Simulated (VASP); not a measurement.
# Na: intraband terms of a metal's spectrum

Na, I4/mmm (no. 139), 1 atom in the cell. PBE, independent-particle dielectric function; PAW potentials Na_pv (PBE set).

## Input

INCAR.step1:
```
SYSTEM = Na
PREC     = Accurate       ! precision mode
ENCUT    = 300            ! plane-wave cutoff, eV
ISMEAR   = 1              ! smearing method
SIGMA    = 0.1            ! smearing width, eV
EDIFF    = 1E-7           ! SCF threshold, eV
LASPH    = .True.         ! aspherical terms in the spheres
KPAR     = 4            
LWAVE    = .False.        ! write WAVECAR
LCHARG   = .True.         ! write CHGCAR
LMAXMIX  = 4              ! l up to which the mixer works
```

INCAR.step2:
```
SYSTEM = Na
PREC     = Accurate       ! precision mode
ENCUT    = 300            ! plane-wave cutoff, eV
ISMEAR   = 0              ! smearing method
SIGMA    = 0.3            ! smearing width, eV
EDIFF    = 1E-6           ! SCF threshold, eV
LASPH    = .True.         ! aspherical terms in the spheres
KPAR     = 4            
LWAVE    = .True.         ! write WAVECAR
LCHARG   = .False.        ! write CHGCAR
LMAXMIX  = 4              ! l up to which the mixer works
ICHARG   = 11             ! starting density
NBANDS   = 18             ! bands
NEDOS    = 3000           ! points of the DOS
OMEGAMAX = 30           
CSHIFT   = 0.1           
```

INCAR.step3, as INCAR.step2 but for:
```
- LWAVE = .True.
+ LWAVE = .False.
+ LOPTICS = .True.
+ ALGO = None
+ NELM = 1
+ ISTART = 1
```

INCAR.step4, as INCAR.step3 but for:
```
+ WPLASMAI = 0.03
```

INCAR.step5 to INCAR.step6 change the same tag again: WPLASMAI = 0.1, 0.3.

INCAR.step7, as INCAR.step6 but for:
```
- WPLASMAI = 0.3
+ RTIME = 40
```

INCAR.step8, as INCAR.step7 but for:
```
- RTIME = 40
+ RTIME = 1
```

INCAR.step9, as INCAR.step8 but for:
```
- RTIME = 1
+ LNABLA = .True.
```

INCAR.step10, as INCAR.step9 but for:
```
- ISMEAR = 0
- LNABLA = .True.
+ ISMEAR = -5
```

KPOINTS.step1:
```
k-points
0
Gamma
  10 10 10
```

KPOINTS.step2:
```
k-points
0
Gamma
  20 20 20
```

POSCAR:
```
Na
1.0
   -1.8882910800      1.8882910800      2.6372766800
    1.8882910800     -1.8882910800      2.6372766800
    1.8882910800      1.8882910800     -2.6372766800
Na
1
Direct
    0.0000000000      0.0000000000      0.0000000000
```

Commands (each step's output is kept before the next begins):
```
cat potpaw_PBE.64/Na_pv/POTCAR > POTCAR
cp INCAR.step1 INCAR
cp KPOINTS.step1 KPOINTS
mpirun -np 4 vasp_std > vasp.out
cp INCAR.step2 INCAR
cp KPOINTS.step2 KPOINTS
mpirun -np 4 vasp_std > vasp.out
cp INCAR.step3 INCAR
mpirun -np 4 vasp_std > vasp.out
cp INCAR.step4 INCAR
mpirun -np 4 vasp_std > vasp.out
cp INCAR.step5 INCAR
mpirun -np 4 vasp_std > vasp.out
cp INCAR.step6 INCAR
mpirun -np 4 vasp_std > vasp.out
cp INCAR.step7 INCAR
mpirun -np 4 vasp_std > vasp.out
cp INCAR.step8 INCAR
mpirun -np 4 vasp_std > vasp.out
cp INCAR.step9 INCAR
mpirun -np 4 vasp_std > vasp.out
cp INCAR.step10 INCAR
mpirun -np 4 vasp_std > vasp.out
```

## Result

- Bands: 18

One ground state, settings moved in the last step alone:

| Settings | Plasma frequency (eV) | Im ε at 0.5 eV | Im ε at 1 eV | Im ε at 2 eV | Im ε at 4 eV | Time (s) |
|---|---|---|---|---|---|---|
| interband part alone | 5.96 | 0.1 | 0.1 | 0.1 | 0.0 | 20 |
| Drude term, WPLASMAI 0.03 | 5.96 | 8.6 | 1.1 | 0.2 | 0.0 | 18 |
| Drude term, WPLASMAI 0.1 | 5.96 | 27.4 | 3.6 | 0.5 | 0.1 | 13 |
| Drude term, WPLASMAI 0.3 | 5.96 | 62.8 | 9.9 | 1.4 | 0.2 | 17 |
| relaxation time RTIME 40 fs | 5.96 | 4.7 | 0.7 | 0.2 | 0.0 | 20 |
| relaxation time RTIME 1 fs | 5.96 | 68.6 | 16.4 | 2.7 | 0.4 | 17 |
| transversal form (LNABLA) | 6.03 | 0.1 | 0.1 | 0.1 | 0.0 | 13 |
| tetrahedron method | – | – | – | – | – | no result |

VASP 6.6.1 took 191 s on 4 cores (AMD EPYC 7R43 (Zen 3)), a shared host.
